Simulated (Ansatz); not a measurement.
A (001) slab of VO2 (Pnnm (No. 58)), 18 planes, outer planes O (top) and O (bottom), with 18 atoms (V6O12) in a surface cell of A = 13.006 Å², as cut from the bulk:

```
CELL_PARAMETERS angstrom
2.83833 0.00000 0.00000
0.00000 4.58238 0.00000
0.00000 0.00000 28.29445
ATOMIC_POSITIONS crystal
O 0.50000 0.20026 0.26507
V 0.00000 0.00010 0.29745
O 0.50000 0.79994 0.32983
O 0.00000 0.29994 0.34609
V 0.50000 0.50015 0.37847
O 0.00000 0.70036 0.41085
O 0.50000 0.20035 0.42711
V 0.00000 0.00020 0.45949
O 0.50000 0.80004 0.49187
O 0.00000 0.30003 0.50813
V 0.50000 0.50025 0.54051
O 0.00000 0.70046 0.57289
O 0.50000 0.20045 0.58915
V 0.00000 0.00030 0.62153
O 0.50000 0.80014 0.65391
O 0.00000 0.30013 0.67017
V 0.50000 0.50034 0.70255
O 0.00000 0.70056 0.73493
```

Method: Ansatz, DFT PBE, scalar-relativistic, plane waves, PAW. Settings: cutoff 420 eV, Γ-centred mesh 12×8×1 on the computed 18-atom cell, Gaussian smearing of 0.10 eV; collinear spin.

Against the same 18 atoms in the bulk, the slab as cut lies 2.342 eV higher and the relaxed slab 0.682 eV higher.

**Question.** Work out the surface energy before and after relaxation.

**Answer.** The slab has two faces, so γ = (E_slab − N·E_bulk)/(2A), the mean of both. As cut: 2.342/(2 × 13.006) = 0.0900 eV/Å², and 1 eV/Å² = 16.02 J/m², so γ = 1.44 J/m². Relaxed: 0.682/(2 × 13.006) = 0.0262 eV/Å² = 0.42 J/m². Relaxation recovers 71 % of the cost of cutting.

**Question.** What is the ideal work of this cut, per area?

**Answer.** Griffith's ideal work is 2γ: 2.88 J/m² if the new faces stay rigid, 0.84 J/m² if they relax. Other cuts parallel to this plane can cost less. One thickness was run, 18 planes, so γ can still shift with it.

Moments started parallel, and an antiferromagnetic order may lie lower.

The reference crystal is a form of VO2, which isn't its usual structure.

The low relaxed surface energy of 0.42 J/m² fits the way this cut divides the crystal. The planes group into O–V–O units of VO2 composition with no net dipole, so neither face needs compensating charge. The cut passes between two such units: each outermost V loses one oxygen neighbour, and each outermost O loses one V neighbour, while the rest of their shells stays intact.

That relaxation recovers 71 % of the cutting cost suggests that the truncated V–O network is quite compliant. Probably the undercoordinated ions shift to shorten and strengthen their remaining polar-covalent bonds, partly making up for the lost ones. The energies alone can't separate this from electronic or magnetic rearrangement at the faces.

The rigid value therefore describes the bonding severed at the instant of separation, and the relaxed one the reversible cost of the final faces. With only one V per repeat along the short in-plane axis, the cell also excludes the V–V pairing along the chains known from insulating VO2, which could alter both surface and bulk energies.
